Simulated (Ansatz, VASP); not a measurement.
**AgCl: VASP beside Ansatz**

```
Ag Cl
1.0
     0.00000    2.99325    2.99325
     2.99325    0.00000    2.99325
     2.99325    2.99325    0.00000
Ag Cl
1 1
Cartesian
  0.0000 0.0000 0.0000
  1.4966 1.4966 1.4966
```

Alike in both runs: task single point; functional PBE; k mesh 6 × 6 × 6; no spin polarisation.

```csv
,VASP,Ansatz
version,VASP 6.6.1,Ansatz 0.2.0
potentials or method,"VASP PAW PBE potentials, release 64 (Ag, Cl)","plane waves, PAW"
plane-wave cutoff (eV),520,420
occupations,"gaussian, width 0.01 eV",fixed
valence electrons in the cell,18,26
```

|  | VASP | Ansatz | Ansatz less VASP |
| --- | --- | --- | --- |
| gap on the k mesh at the Fermi level (eV) | 1.25 | 1.25 | +0.001 |

The two sets of potentials don't hold the same shells in valence.

A hybrid or GW would open this gap; PBE tends to underestimate it.
